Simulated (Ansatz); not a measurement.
# As (beta tin type): the cost of one run

Method: DFT PBE, with the methods named in each step, in Ansatz 0.2.0.

## 1. The starting structure

It takes space group I4_1/amd (No. 141, tetragonal). Conventional cell: a = 5.344 Å, b = 5.344 Å, c = 2.843 Å, α = 90.00°, β = 90.00°, γ = 90.00°. Around As (site symmetry -4m2) lie 6 As at 2.76 to 2.84 Å.

Coordinates:

```cif
data_structure
_symmetry_space_group_name_H-M 'I4_1/amd:1'
_symmetry_Int_Tables_number 141
_cell_length_a 5.3441
_cell_length_b 5.3441
_cell_length_c 2.8425
_cell_angle_alpha 90.000
_cell_angle_beta 90.000
_cell_angle_gamma 90.000
_cell_volume 81.18
loop_
_atom_site_label
_atom_site_type_symbol
_atom_site_symmetry_multiplicity
_atom_site_Wyckoff_symbol
_atom_site_fract_x
_atom_site_fract_y
_atom_site_fract_z
_atom_site_occupancy
As1 As 4 b 0.00000 0.00000 0.50000 1
```

The file gives the conventional cell by its symmetry; the runs use the cell typed in the input.

Whether this phase is the stable one at these pressures isn't tested.

Atoms are numbered in the order of the input: As1, As2.

## 2. The reference volume, LAPW

The input, input.yaml:

```yaml
crystal:
  lattice:
    - [-2.6720496982, 2.6720496982, 1.4212565878]
    - [2.6720496982, -2.6720496982, 1.4212565878]
    - [2.6720496982, 2.6720496982, -1.4212565878]
  atoms:
    - { symbol: As, position: [-0.375, -0.125, -0.25] }
    - { symbol: As, position: [0.375, 0.125, 0.25] }
kpoints:
  mp_grid: { grid: [17, 17, 17] }
  band_path:
    path:
      - [0.0, 0.0, 0.0]
      - [0.0, 0.0, 0.5]
      - [-0.5, 0.5, 0.5]
      - [0.0, 0.0, 0.0]
      - [0.320728741, 0.320728741, -0.320728741]
      - [-0.320728741, 0.679271259, 0.320728741]
      - [-0.5, 0.5, 0.5]
      - [0.0, 0.0, 0.5]
      - [0.25, 0.25, 0.25]
    npoints: 14
scf:
  occupations: { method: fermi_dirac, width: 0.1 }
hamiltonian:
  xc: pbe
  pseudopotentials: { kind: all_electron, lapw: { basis_error: 0.001 } }
output:
  forces: true
  stress: true
  eigenvalues: true
  populations: true
  dos: { projected: true, de: 0.2, e_range: [-14, 8] }
```

Command:

```sh
ansatz run input.yaml --threads 1 --pin off --max-ram 2048MiB --backend cpu --events-out ev --progress --plain --runs-dir out
```

**Question.** How long does this run take on 1 thread of Intel Xeon Platinum 8488C (Sapphire Rapids), shared host, and how much memory does it need?

About 68 s, with a peak of 0.93 GiB.
